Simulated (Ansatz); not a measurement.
# Sr: course of a relaxation

All numbers below come from DFT PBE, scalar-relativistic, plane waves, PAW in Ansatz 0.2.0. Run with 420 eV cutoff, 12×12×4 k-mesh, Gaussian smearing of 0.10 eV, no spin polarisation.

What was changed: biaxial strain in the a-b plane, c and atoms relaxed: +6.0 %.

Command:

```bash
ansatz run input.yaml --threads 1 --pin off --max-ram 2560MiB --backend cpu --events-out ev --progress --plain --runs-dir out
```

Input:

```yaml
crystal:
  lattice:
    - [4.5184844198, 0.0, 0.0]
    - [-2.2592422099, 3.9131222941, 0.0]
    - [0.0, 0.0, 13.4734906522]
  atoms:
    - { symbol: Sr, position: [0.0, 0.0, 0.0] }
    - { symbol: Sr, position: [0.3333333333, 0.6666666667, 0.25] }
    - { symbol: Sr, position: [0.0, 0.0, 0.5] }
    - { symbol: Sr, position: [0.6666666667, 0.3333333333, 0.75] }
basis:
  ecutwfc: 420
kpoints:
  mp_grid: { grid: [12, 12, 4] }
hamiltonian:
  xc: pbe
scf:
  occupations: { method: gaussian, width: 0.1 }
output:
  forces: true
  stress: true
  eigenvalues: true
relax:
  adjacent_minimum: "off"
  f_tol: 0.008
  max_steps: 40
  cell: { stress_tol: 0.015, fix: [a, b, gamma] }
```

F is the free energy. Steps run on the plane waves of an earlier cell, but the last one, and at times one on the way, on a freshly chosen basis, so a repeated geometry can differ a little in energy. The held parts of the cell keep their stress, so P needn't end at zero.

Steps:

```
step F − F(1) (eV) largest force component (eV/Å) V (Å³/atom) P (GPa)
   1         0.0000                           0.000       59.557    -0.73
   2        -0.0026                           0.000       59.893    -0.79
   3        -0.0043                           0.000       60.468    -0.89
   4        -0.0044                           0.000       60.468    -0.89
```

Relaxed structure:

```xyz
4
Lattice="4.5185 0.0000 0.0000 -2.2592 3.9131 0.0000 0.0000 0.0000 13.6795" Properties=species:S:1:pos:R:3 pbc="T T T"
Sr    0.0000    0.0000    0.0000
Sr    0.0000    2.6087    3.4199
Sr    0.0000    0.0000    6.8397
Sr    2.2592    1.3044   10.2596
```

It takes space group P6_3/mmc (No. 194, hexagonal). The conventional cell has a = 4.518 Å, b = 4.518 Å, c = 13.679 Å, α = 90.00°, β = 90.00°, γ = 120.00°. Sr (site symmetry -3m) has 12 Sr at 4.30 to 4.52 Å as nearest neighbours. Sr (site symmetry -6m2) has 12 Sr at 4.30 to 4.52 Å as nearest neighbours.

The run converged. The run took 2.3 min on 1 thread of Arm Neoverse N1, with other jobs on the host, peak memory 0.59 GiB.